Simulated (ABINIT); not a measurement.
Runs of ABINIT 10.8.3 (patched build) on Cu. The structure is cubic, space group Fm-3m (No. 225). Conventional cell: a = 3.615 Å, b = 3.615 Å, c = 3.615 Å, α = 90.00°, β = 90.00°, γ = 90.00°. Cu (site symmetry m-3m) is surrounded by 12 Cu at 2.56 Å. 

| task | level | potentials or basis | k mesh | cutoff (eV) | fine-grid cutoff | gap on the mesh (eV) | pressure (GPa) | V0 of scaled cells (Å³/atom) | B0 (GPa) |
| --- | --- | --- | --- | --- | --- | --- | --- | --- | --- |
| single point | PBE | JTH PAW PBE v2.0 | 17 × 17 × 17 | 544 | 1088.46 eV | none | - | - | - |
| band structure | PBEsol | JTH PAW PBE v2.0 | 13 × 13 × 13 | 544 | 1088.46 eV | none | - | - | - |
| band structure | PBE | SPMS NC PBE v1.0 | 13 × 13 × 13 | 1007 | - | none | 1.7 | - | - |
| equation of state | BLYP+D3 | JTH PAW PBE v2.0 | 13 × 13 × 13 | 544 | 1088.46 eV | - | - | (b) | 164 |
| equation of state | r2SCAN | JTH PAW PBE v2.0 | 13 × 13 × 13 | 844 | 1442.2 eV | - | - | 11.47 | 162 |
| band structure | revPBE | JTH PAW PBE v2.0 | 13 × 13 × 13 | 544 | 1088.46 eV | none | - | - | - |
| equation of state | BP86 | JTH PAW PBE v2.0 | 13 × 13 × 13 | 544 | 1088.46 eV | - | - | 12.00 | (c) |
| band structure | PBEsol | PseudoDojo NC SR PBEsol v0.4 stringent | 13 × 13 × 13 | 1415 | - | none | (a) | - | - |

Alike in all rows: no spin polarisation; cell as given; smearing fermi-dirac 0.05 eV.

Estimate the missing entries.

(a) -6.9; (b) 11.24; (c) 140.

Caveats: the PAW data sets were made with another functional, which shifts forces and pressure a little (some runs); pressures at fixed basis lie under the slope of the energies (some runs).

A k mesh can miss the band edges.

A gap of «none» marks a metal or a gap under the smearing width.

Not every run made on this cell is shown here.
